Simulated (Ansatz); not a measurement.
## Ideal shear of a crystal plane in C

Computed with DFT PBE, scalar-relativistic, plane waves, PAW in Ansatz. Cutoff 420 eV, Γ-centred 10×10×3 k-points, Gaussian smearing of 0.05 eV. No spin polarisation. Energies are free energies at this smearing, counted from the undisturbed cell; pressure is positive in compression.

Reference structure (relaxed at this level):

```
C
1.0
    -2.51949    0.00000    0.00000
    -1.25975   -2.18194    0.00000
     1.25975    0.72731   10.36682
C
10
Direct
  0.02483 0.02483 0.87418
  0.97517 0.97517 0.72522
  0.10868 0.10868 0.12575
  0.89132 0.89132 0.47365
  0.15837 0.15837 0.27480
  0.84163 0.84163 0.32460
  0.37486 0.37486 0.92428
  0.62514 0.62514 0.67512
  0.42532 0.42532 0.07566
  0.57468 0.57468 0.52374
```

The cut lies on the cell's a–b face, a (0 0 1) plane (indices in the standard cell, whose axes needn't be the Cartesian ones shown) of area 5.50 Å², between layers 1.57 Å apart. Vector c is tilted by f times 1·a + 0·b (length 2.519 Å) with the atoms' Cartesian places fixed: one unrelaxed fault a cell. The traction is dγ/du, the slope of γ against the slip u in Å. Some rows repeat others by symmetry and weren't run.

| f | γ (mJ/m²) | traction (GPa) |
| --- | --- | --- |
| 0.0000 | 0 | 0.0 |
| 0.1000 | 687 | 54.5 |
| 0.2000 | 2725 | 106.2 |
| 0.3000 | 5922 | 143.7 |
| 0.4000 | 9652 | 142.7 |
| 0.5000 | 12097 | 0.0 |
| 0.6000 | 9652 | -142.7 |
| 0.7000 | 5922 | -143.7 |
| 0.8000 | 2725 | -106.2 |
| 0.9000 | 687 | -54.5 |

Read off the first barrier and the stress needed to climb it, and compare with Frenkel's sinusoid.

The first sampled maximum lies at f = 0.500, a slip of 1.26 Å, with γ ≈ 12097 mJ/m², which stands in for the unstable fault energy γ_us, and the steepest sampled slope before it is 143.7 GPa. A sinusoid γ = γ_us sin²(πu/λ) with its maximum there has λ = 2.52 Å and a largest slope πγ_us/λ = 150.8 GPa (1 mJ/m² per Å = 0.01 GPa).

Is there a metastable fault on this line?

Apart from points where γ returns to about zero, no local minimum shows among the samples, so at this sampling the line offers no fault for a dislocation to split on; a fault can still lie off the line.

The cut is rigid; relaxing the faces lowers these energies and usually the stresses.

The gap closes along the scan, which can put kinks into the curve.

Cost: 6 runs of about 1.7 core-minutes in all, on Arm Neoverse V1 (shared hosts).